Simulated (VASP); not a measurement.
# Cd₇Se₈: saddle point by the improved dimer method

Cd₇Se₈, defect, 15 atoms in the cell. PBE, improved dimer method; PAW potentials Cd, Se (PBE set).

Path: a Cd atom hops into a neighbouring Cd vacancy; Length of the hop (Å): 4.342; Charge of the cell: -2; Atoms free in the vibrations (from 0): 0, 8, 9, 11, 12.

## Input

INCAR.step1:
```
PREC = Accurate
ENCUT = 300
EDIFF = 1E-7
ISMEAR = 0
SIGMA = 0.05
LREAL = F
LASPH = T
NELM = 100
ALGO = Normal
LWAVE = F
LCHARG = F
ISYM = 0
NELECT = 134.0
KPAR = 4
IBRION = 2
NSW = 100
ISIF = 2
EDIFFG = -0.005
POTIM = 0.5
```

INCAR.step2, as INCAR.step1 but for:
```
- EDIFF = 1E-7
- EDIFFG = -0.005
+ EDIFF = 1E-6
+ EDIFFG = -0.02
```

INCAR.step3, as INCAR.step2 but for:
```
- IBRION = 2
- NSW = 100
- ISIF = 2
- POTIM = 0.5
+ IBRION = 44
+ NSW = 300
```

INCAR.step4, as INCAR.step3 but for:
```
- EDIFF = 1E-6
- IBRION = 44
- NSW = 300
- EDIFFG = -0.02
+ EDIFF = 1E-7
+ IBRION = 5
+ NFREE = 2
+ POTIM = 0.015
+ NSW = 1
```

KPOINTS:
```
k-points
0
Gamma
  2 2 2
```

POSCAR.step1:
```
Cd7Se8
1.0
    0.0000000000      6.1405423972      6.1405423972
    6.1405423972      0.0000000000      6.1405423972
    6.1405423972      6.1405423972      0.0000000000
Cd Se
7 8
Direct
    0.0000000000      0.0000000000      0.5000000000
    0.0000000000      0.5000000000      0.0000000000
    0.0000000000      0.5000000000      0.5000000000
    0.5000000000      0.0000000000      0.0000000000
    0.5000000000      0.0000000000      0.5000000000
    0.5000000000      0.5000000000      0.0000000000
    0.5000000000      0.5000000000      0.5000000000
    0.1250000000      0.1250000000      0.1250000000
    0.1250000000      0.1250000000      0.6250000000
    0.1250000000      0.6250000000      0.1250000000
    0.1250000000      0.6250000000      0.6250000000
    0.6250000000      0.1250000000      0.1250000000
    0.6250000000      0.1250000000      0.6250000000
    0.6250000000      0.6250000000      0.1250000000
    0.6250000000      0.6250000000      0.6250000000
```

POSCAR.step2:
```
Cd7Se8
1.0
    0.0000000000      6.1405423972      6.1405423972
    6.1405423972      0.0000000000      6.1405423972
    6.1405423972      6.1405423972      0.0000000000
Cd Se
7 8
Direct
    0.0000000000      0.0000000000      0.0000000000
    0.0000000000      0.5000000000      0.0000000000
    0.0000000000      0.5000000000      0.5000000000
    0.5000000000      0.0000000000      0.0000000000
    0.5000000000      0.0000000000      0.5000000000
    0.5000000000      0.5000000000      0.0000000000
    0.5000000000      0.5000000000      0.5000000000
    0.1250000000      0.1250000000      0.1250000000
    0.1250000000      0.1250000000      0.6250000000
    0.1250000000      0.6250000000      0.1250000000
    0.1250000000      0.6250000000      0.6250000000
    0.6250000000      0.1250000000      0.1250000000
    0.6250000000      0.1250000000      0.6250000000
    0.6250000000      0.6250000000      0.1250000000
    0.6250000000      0.6250000000      0.6250000000
```

POSCAR.step3:
```
Cd7Se8                                  
1.0
    0.0000000000      6.1405423972      6.1405423972
    6.1405423972      0.0000000000      6.1405423972
    6.1405423972      6.1405423972      0.0000000000
Cd Se
7 8
Direct
   -0.0355706194     -0.0199284113      0.7602906012
    0.0143865168      0.4832044429     -0.0175506522
    0.0134828648      0.4879914999      0.4794727800
    0.4781208181      0.0190195817     -0.0098843343
    0.4899652933      0.0108903681      0.4819034288
    0.4942977641      0.4912896381     -0.0094244766
    0.4913234039      0.4949350348      0.4915938799
    0.1130434139      0.1163078327      0.1212290569
    0.1656826238      0.1633405871      0.5697717570
    0.1214609945      0.6371386020      0.1060920859
    0.1223762350      0.6359684295      0.5993993076
    0.6358413501      0.1216732489      0.1085677957
    0.6402030182      0.1121389987      0.6013735065
    0.6297393745      0.6234014544      0.1047012336
    0.6256833804      0.6273705174      0.6041640023

    0.6705351173      0.6705350407      0.0006526510
   -0.0896679404     -0.0890147358     -0.0000000915
   -0.0067750427     -0.0061232046      0.0000003282
   -0.0890147500     -0.0896678803     -0.0000000830
   -0.0061232197     -0.0067750384      0.0000003201
   -0.0478952161     -0.0478952231      0.0411200806
   -0.0478955839     -0.0478955043     -0.0417727778
    0.0052290907      0.0052290866     -0.0000003453
   -0.1010204269     -0.1010204583      0.0000009424
   -0.0702556656     -0.0255353176     -0.0307661021
   -0.0252126982     -0.0705777317      0.0304426806
   -0.0255353029     -0.0702557040     -0.0307661479
   -0.0705777259     -0.0252127066      0.0304426465
   -0.0398121895     -0.0398121983      0.0003231980
   -0.0559784462     -0.0559784242      0.0003227003
```

POSCAR.step4:
```
Cd7Se8
1.0
    0.0000000000      6.1405423972      6.1405423972
    6.1405423972      0.0000000000      6.1405423972
    6.1405423972      6.1405423972      0.0000000000
Cd Se
7 8
Selective dynamics
Direct
    0.9588527602      0.9601939912      0.7738673694  T T T
    0.0086502442      0.4466207347      0.0049104047  F F F
    0.0154529899      0.5451357506      0.4524960123  F F F
    0.4453559246      0.0089872146      0.0057924302  F F F
    0.5449279177      0.0148668567      0.4532305866  F F F
    0.4929802412      0.4928579358      0.9806448166  F F F
    0.4927175041      0.4926111599      0.4993176129  F F F
    0.0868150678      0.0881752577      0.1455824803  F F F
    0.1734509370      0.1734437795      0.5599562398  T T T
    0.1144652985      0.6510083408      0.0705395405  T T T
    0.1143829693      0.6513107531      0.6293934941  F F F
    0.6503584944      0.1143378326      0.0711501619  T T T
    0.6506114171      0.1142183534      0.6302302117  T T T
    0.6146818884      0.6151600688      0.1179409746  F F F
    0.6363327775      0.6358137953      0.5966476366  F F F
```

POSCAR.step5:
```
Cd7Se8
1.0
    0.0000000000      6.1405423972      6.1405423972
    6.1405423972      0.0000000000      6.1405423972
    6.1405423972      6.1405423972      0.0000000000
Cd Se
7 8
Selective dynamics
Direct
    0.0143085763      0.0143085446      0.4856911745  T T T
    0.0143085617      0.4856911713      0.0143085683  F F F
    0.0143088109      0.4856909316      0.4856909075  F F F
    0.4856911607      0.0143085593      0.0143085917  F F F
    0.4856909276      0.0143087969      0.4856909114  F F F
    0.4856909168      0.4856909256      0.0143088083  F F F
    0.4999998935      0.4999999070      0.4999998897  F F F
    0.1157569975      0.1157570140      0.1157569881  F F F
    0.1157567204      0.1157567268      0.6527304196  T T T
    0.1157567250      0.6527304243      0.1157567188  T T T
    0.1209495670      0.6263501921      0.6263502096  F F F
    0.6527304390      0.1157567264      0.1157567102  T T T
    0.6263501932      0.1209495638      0.6263502107  T T T
    0.6263501894      0.6263501944      0.1209495766  F F F
    0.6263503212      0.6263503218      0.6263503150  F F F
```

Commands (each step's output is kept before the next begins):
```
cat potpaw_PBE.64/Cd/POTCAR potpaw_PBE.64/Se/POTCAR > POTCAR
cp INCAR.step1 INCAR
cp POSCAR.step1 POSCAR
mpirun -np 8 vasp_std > vasp.out
cp INCAR.step2 INCAR
cp POSCAR.step2 POSCAR
mpirun -np 8 vasp_std > vasp.out
# the block under the positions in POSCAR is the starting axis: the straight line between the two relaxed ends
cp INCAR.step3 INCAR
cp POSCAR.step3 POSCAR
mpirun -np 8 vasp_std > vasp.out
# POSCAR: the saddle point
cp INCAR.step4 INCAR
cp POSCAR.step4 POSCAR
mpirun -np 8 vasp_std > vasp.out
# POSCAR: the relaxed minimum
cp POSCAR.step5 POSCAR
mpirun -np 8 vasp_std > vasp.out
```

## Result

- Barrier (eV): 1.108
- Barrier with zero-point energies (eV): 1.092
- Imaginary frequency (cm⁻¹): 35
- Imaginary modes at the saddle: 1
- Attempt frequency (THz): 16.8
- Force evaluations of the dimer: 100
- Largest force left (eV/Å): 0.0131
- Ionic steps, all stages: 177
- Electronic steps, all stages: 1083

Vibrations (cm⁻¹; a negative value is imaginary):

| Mode | Minimum | Saddle |
|---|---|---|
| 1 | 174 | 181 |
| 2 | 155 | 166 |
| 3 | 150 | 148 |
| 4 | 149 | 141 |
| 5 | 146 | 133 |
| 6 | 144 | 133 |
| 7 | 139 | 126 |
| 8 | 136 | 117 |
| 9 | 133 | 114 |
| 10 | 124 | 111 |
| 11 | 118 | 102 |
| 12 | 115 | 75 |
| 13 | 102 | 68 |
| 14 | 81 | 44 |
| 15 | 60 | -35 |

Harmonic rate, classical:

| Temperature (K) | Jumps per second |
|---|---|
| 300 | 4e-06 |
| 600 | 8.2e+03 |
| 900 | 1e+07 |

The cell is CdSe (16 atoms) with one Cd atom missing.

Limits: the cell holds 15 atoms, so the vacancy or interstitial meets its own images and the barrier isn't that of a lone defect; the cell is charged against a uniform background; the barrier compares two equally charged cells; the attempt frequency counts the hopping atom and the four atoms nearest to it, while all others are held.

VASP 6.6.1 took 1600 s on 8 cores (Intel Xeon 6975P-C (Granite Rapids)), a shared host.
